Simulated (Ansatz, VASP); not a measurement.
**AlRu: VASP beside Ansatz**

```
Al Ru
1.0
     3.06300    0.00000    0.00000
     0.00000    3.06300    0.00000
     0.00000    0.00000    3.06300
Al Ru
1 1
Direct
  0.00000 0.00000 0.00000
  0.50000 0.50000 0.50000
```

Alike in both runs: task single point; functional PBE; k mesh 14 × 14 × 14; occupations gaussian, width 0.1 eV; no spin polarisation.

|  | VASP | Ansatz |
| --- | --- | --- |
| version | VASP 6.6.1 | Ansatz 0.2.0 |
| potentials or method | VASP PAW PBE potentials, release 64 (Al, Ru_pv) | scalar-relativistic, plane waves, PAW |
| plane-wave cutoff (eV) | 520 | 420 |
| valence electrons in the cell | 17 | 19 |

Ansatz gave:

| Item | Value |
| --- | --- |
| gap on the k mesh at the Fermi level (eV) | none |
| pressure (GPa) | -10.4 |

Q: Estimate VASP's values.

A: gap on the k mesh at the Fermi level (eV): none; pressure (GPa): -10.5.

A gap of «none» marks a metal or a gap that the smearing closes. The functional is the same, so the differences come from potentials, cutoffs and numerics. The two sets of potentials don't hold the same shells in valence.
